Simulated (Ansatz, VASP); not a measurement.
# TePb: VASP beside Ansatz

```
Te Pb
1.0
     0.00000    3.23100    3.23100
     3.23100    0.00000    3.23100
     3.23100    3.23100    0.00000
Te Pb
1 1
Direct
  0.50000 0.50000 0.50000
  0.00000 0.00000 0.00000
```

Alike in both runs: task relaxation of cell and atoms; functional PBE; k mesh 10 × 10 × 10; no spin polarisation.

```csv
,VASP,Ansatz
version,VASP 6.6.1,Ansatz 0.2.0
potentials or method,"VASP PAW PBE potentials, release 64 (Te, Pb_d)","scalar-relativistic, plane waves, PAW"
plane-wave cutoff (eV),600,420
occupations,"gaussian, width 0.01 eV",fixed
valence electrons in the cell,20,30
```

Ansatz gave:

```
gap on the k mesh at the Fermi level, each at its own relaxed structure (eV) : 0.83
relaxed volume (Å³/atom)                                                     : 35.44
relaxed cell length with the largest relative difference (Å)                 : 4.645
energy change over the relaxation (meV/atom)                                 : -11
```

Problem. What did VASP give for the same quantities?

Solution. gap on the k mesh at the Fermi level, each at its own relaxed structure (eV): 0.83; relaxed volume (Å³/atom): 35.42; relaxed cell length with the largest relative difference (Å): 4.644; energy change over the relaxation (meV/atom): -11.

The two sets of potentials don't hold the same shells in valence.

Caveats: spin-orbit coupling is left out, which as a rule narrows the gap of such compounds by several tenths of an eV. PBE usually gives volumes a little too large and moduli too small. Zero-point motion and thermal expansion aren't in these numbers.
